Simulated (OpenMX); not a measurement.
Zr:

```
Zr
1.0
    -1.81000    1.81000    1.81000
     1.81000   -1.81000    1.81000
     1.81000    1.81000   -1.81000
Zr
1
Direct
  0.00000 0.00000 0.00000
```

This isn't the form of Zr at room conditions, which is hcp.

Base run:

```yaml
Program: OpenMX 3.8.5
Functional: PBE
Potentials_or_basis: OpenMX 2013 PBE set, Zr7.0-s3p2d2f1, grid cutoff 400 Ry
k_mesh: 11 × 11 × 11
Occupations: fermi-dirac, width 0.05 eV
Spin: no spin polarisation
```

Its results: pressure -2.8 GPa.

**Question.** The run is repeated on the same cell with these changes: potentials or basis from OpenMX 2013 PBE set, Zr7.0-s3p2d2f1, grid cutoff 400 Ry to OpenMX 2013 PBE set, Zr7.0-s3p2d2, grid cutoff 400 Ry. What comes out?

**Answer.** Pressure -1.8 GPa.

Caveats: the basis of atomic orbitals isn't converged, which shifts pressures, moduli and gaps.
